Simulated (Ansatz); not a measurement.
The system is Pt.

```
Pt
1.0
     2.76067    0.00000    0.00000
    -1.38033    2.39081    0.00000
     0.00000    0.00000    4.79213
Pt
2
Direct
  0.33333 0.66667 0.25000
  0.66667 0.33333 0.75000
```

This isn't the form of Pt at room conditions, which is fcc.

Base run:

```yaml
Program: Ansatz 0.2.0
Functional: PBEsol
Potentials_or_basis: all-electron PAW datasets made for the crystal
Cutoff: 260 eV (chosen from the basis error)
k_mesh: 11 × 11 × 6
Occupations: fermi-dirac, width 0.05 eV
Spin: no spin polarisation
```

Its results: pressure -10.7 GPa.

Question: After a change of settings the same cell gave: pressure 20.8 GPa. Which change was it?
A. potentials or basis from all-electron PAW datasets made for the crystal to all-electron LAPW, inner shells corrected to Dirac's equation; cutoff from 260 eV (chosen from the basis error) to 273 eV (chosen from the basis error)
B. potentials or basis from all-electron PAW datasets made for the crystal to all-electron LAPW, scalar-relativistic; cutoff from 260 eV (chosen from the basis error) to 273 eV (chosen from the basis error); k mesh from 11 × 11 × 6 to 8 × 8 × 4
C. potentials or basis from all-electron PAW datasets made for the crystal to all-electron LAPW, scalar-relativistic; cutoff from 260 eV (chosen from the basis error) to 273 eV (chosen from the basis error)
D. potentials or basis from all-electron PAW datasets made for the crystal to all-electron LAPW, non-relativistic; cutoff from 260 eV (chosen from the basis error) to 273 eV (chosen from the basis error)

Answer: D.

Caveats: relativity is left out, which matters for the heavier elements (some runs).

The runs don't all hold the same shells in valence.
